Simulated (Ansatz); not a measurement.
Runs of Ansatz 0.2.0 on Rh. The structure is cubic, space group Fm-3m (No. 225). The conventional cell has a = 3.796 Å, b = 3.796 Å, c = 3.796 Å, α = 90.00°, β = 90.00°, γ = 90.00°. Around Rh (site symmetry m-3m) lie 12 Rh at 2.68 Å. 

```tsv
task	level	cell	k mesh	cutoff (eV)	points for each segment of the path	atoms under strain	mesh quality	gap on the mesh (eV)	pressure (GPa)	relaxed volume (Å³/atom)
band structure	HSEsol	as given	6 × 6 × 6	420	4	-	coarse	none	-9.6	-
single point	r2SCANh	as given	6 × 6 × 6	500	-	-	coarse	none	(b)	-
elastic constants	LDA	as given	9 × 9 × 9	420	-	clamped	not flagged	none	(a)	-
relaxation of cell and atoms	BLYP+D4	relaxed	12 × 12 × 12	420	-	-	not flagged	-	0.0	13.79
relaxation of cell and atoms	HSEsol	relaxed	6 × 6 × 6	420	-	-	coarse	none	0.0	13.23
```

Alike in all rows: potentials or basis Ansatz PAW; no spin polarisation; smearing fermi-dirac 0.05 eV.

Question: Fill in the values left out.

Answer: (a) -9.7; (b) -1.4.

Caveats: some runs use coarse meshes; the PAW data sets come from PBE, with cores solved anew for the run's functional, which leaves a small shift of forces and pressure; the thresholds are loose for stress (some runs); the plane-wave basis is chosen anew once the cell has moved, so the energies of steps on either side of that aren't comparable (some runs); the cell is more than 3 GPa from zero pressure, which shifts response properties (some runs); elastic constants of metals need much finer meshes, so these are rough (some runs).

A k mesh can miss the band edges, and the runs leave out spin-orbit coupling on Rh.

A gap of «none» marks a metal or a gap under the smearing width.

Runs at the PBE level aren't shown here.
